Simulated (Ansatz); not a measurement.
The system is Pt.

```
Pt
1.0
     0.00000    1.96090    1.96090
     1.96090    0.00000    1.96090
     1.96090    1.96090    0.00000
Pt
1
Direct
  0.00000 0.00000 0.00000
```

```yaml
Program: Ansatz 0.2.0
Task: relaxation of cell and atoms
Functional: revPBE
Potentials_or_basis: Ansatz PAW
Cutoff: "420 eV (not typed: the program's choice for these potentials)"
k_mesh: 12 × 12 × 12
Occupations: fermi-dirac, width 0.05 eV
Spin: no spin polarisation
```

At the start: volume 15.08 Å³/atom.

Task: How do energy, volume and symmetry change on relaxing?

Result: It ends after 4 steps and the volume is 15.85 Å³/atom (+5.1 %); space group Fm-3m (No. 225, to 0.05 Å).

Step by step:
```tsv
step	energy change (eV)	largest force (eV/Å)	volume (Å³)
1	0.0000	0.0000	15.08
2	-0.0288	0.0000	15.99
3	-0.0298	0.0000	15.85
4	-0.0302	0.0000	15.85
```

Final structure:
```cif
data_structure
_symmetry_space_group_name_H-M 'P 1'
_symmetry_Int_Tables_number 1
_cell_length_a 2.8193
_cell_length_b 2.8193
_cell_length_c 2.8193
_cell_angle_alpha 60.000
_cell_angle_beta 60.000
_cell_angle_gamma 60.000
_cell_volume 15.85
loop_
_atom_site_label
_atom_site_type_symbol
_atom_site_fract_x
_atom_site_fract_y
_atom_site_fract_z
_atom_site_occupancy
Pt1 Pt 0.00000 0.00000 0.00000 1
```

Caveat: the plane-wave basis is chosen anew once the cell has moved, so the energies of steps on either side of that aren't comparable; the PAW data sets come from PBE, with cores solved anew for the run's functional, which leaves a small shift of forces and pressure.
